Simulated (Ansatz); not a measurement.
**TiO2: a film clamped to a substrate**

These are results of DFT PBE, scalar-relativistic, plane waves, PAW (Ansatz 0.2.0), not measurements. The runs took a 420 eV cutoff, a Γ-centred 10×10×10 mesh and Gaussian smearing (0.05 eV). No spin polarisation. Energies are free energies at this smearing, counted from the undisturbed cell; pressure is positive in compression.

Reference structure (relaxed at this level):

```
CELL_PARAMETERS angstrom
-1.89961 1.89961 4.84845
1.89961 -1.89961 4.84845
1.89961 1.89961 -4.84845
ATOMIC_POSITIONS crystal
Ti 0.00000 0.00000 0.00000
Ti 0.75000 0.25000 0.50000
O 0.20651 0.20651 0.00000
O 0.95651 0.45651 0.50000
O 0.54349 0.04349 0.50000
O 0.79349 0.79349 0.00000
```

The cell (6 atoms, V0 = 69.98 Å³) is strained by p along both x and y and by q along z, fractional coordinates fixed. τp = (1/V0) ∂E/∂p = (σxx + σyy)(1 + p)(1 + q) and τq = (1/V0) ∂E/∂q = σzz(1 + p)², with tension positive.

| p | q | ΔE (meV/atom) | τp (GPa) | τq (GPa) |
| --- | --- | --- | --- | --- |
| 0.000 | 0.000 | 0.00 | -0.01 | -0.04 |
| -0.015 | 0.000 | 8.09 | -15.24 | -4.26 |
| 0.015 | 0.000 | 7.29 | 13.04 | 4.01 |
| 0.000 | -0.015 | 3.16 | -4.21 | -5.96 |
| 0.000 | 0.015 | 2.73 | 4.06 | 4.93 |

Q: Get the second derivatives of the energy density.

A: Central differences give A = ∂τp/∂p = 942 GPa (C11 + C22 + 2 C12), C = ∂τq/∂q = 363 GPa (C33) and the cross term B = ∂τq/∂p = 276 GPa (C13 + C23); ∂τp/∂q = 276 GPa must equal B, and any difference shows higher-order terms. The ions are clamped.

Q: A film of this crystal grows with z along the normal on a substrate that imposes p. How does its thickness respond, and what does the misfit cost?

A: Count p and q from the stress-free cell. A free surface needs τq = 0, so q = −(B/C) p = -0.76 p. The energy density left is (A − B²/C) p²/2 = M p², with the biaxial modulus M = 366 GPa; a misfit of 1 % costs 2.67 meV/atom, against 3.43 meV/atom if the thickness were held.

At p = 0.030 the energies along q are 23.3 (q = -0.030), 22.1 (q = -0.015), 27.7 (q = 0.000), 39.0 (q = 0.015), 54.9 (q = 0.030) meV/atom.

Q: Does the linear rule hold at this misfit?

A: A parabola through the lowest point and its neighbours has its minimum at q = -0.020, 21.7 meV/atom. With the stress left in the starting cell, τp0 and τq0, linear elasticity gives q = −(τq0 + Bp)/C = -0.023 and E = V0(τp0 p + τq0 q + Ap²/2 + Bpq + Cq²/2)/N = 24.1 meV/atom. The two agree within a tenth in energy.

Forces appear on the atoms along this scan, and letting them relax would lower the energy and soften the response.

Cost: 25 runs of about 5.3 core-minutes in all, on AMD EPYC 7R43 (Zen 3) (shared hosts).

The cell is anatase, and its in-plane and normal strains are clearly coupled: stretching the film in the plane thins it, and this recovers part of the misfit energy. Compression costs more than equal tension along both directions, because short-range Ti–O repulsion steepens as the bonds shorten while their restoring force weakens on stretching. The same anharmonicity explains why the scan at p = 0.030 bottoms out at 21.7 meV/atom, below the linear 24.1; an equally large compressive misfit would probably err the other way.

The C33 of 363 GPa is far too stiff for anatase, which is known to be compliant along c. The apical Ti–O bonds lie along this axis, so a homogeneous strain stretches them directly. In the real crystal the oxygens shift along c, and bending of the Ti–O–Ti angles takes up much of the strain. The thickness response of -0.76 p is therefore probably too weak, and neither it nor the biaxial modulus should be carried over to a real film.
